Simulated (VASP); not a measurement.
Sb, 2 atoms in the cell. It takes space group R-3m (No. 166, trigonal). Conventional cell: a = 4.326 Å, b = 4.326 Å, c = 11.016 Å, α = 90.00°, β = 90.00°, γ = 120.00°. Around Sb (site symmetry 3m) lie 6 Sb at 2.93 to 3.28 Å. The cell was built by a generator and needn't be a form met in nature.

| Item | Value |
| --- | --- |
| Program | VASP 6.6.1 |
| Task | relaxation of cell and atoms |
| Functional | PBE |
| Dispersion | D3(BJ) |
| Potentials or basis | VASP PAW PBE potentials, release 64 (Sb) |
| Cutoff | 600 eV |
| k mesh | 9 × 9 × 7 |
| Occupations | gaussian, width 0.03 eV |
| Spin | no spin polarisation |
| Further INCAR settings | ALGO = Normal; EDIFF = 1e-07; IBRION = 2; EDIFFG = -0.005; NSW = 90; ISIF = 3 |

Potentials or basis: VASP PAW PBE potentials, release 64 (Sb).

The run is started by

```sh
$ cat potpaw_PBE.64/Sb/POTCAR > POTCAR
$ mpirun -np 4 vasp_std > vasp.out
```

Hardware: 4 MPI ranks on Intel(R) Xeon(R) 6975P-C (Granite Rapids) (shared host).

Problem. How long does it take, and how much memory?

Solution. Wall time 13 s on 4 MPI ranks on Intel(R) Xeon(R) 6975P-C (Granite Rapids) (shared host), peak memory 0.28 GiB a rank. Counts: scf iterations 15, k points 160, ion steps 2.
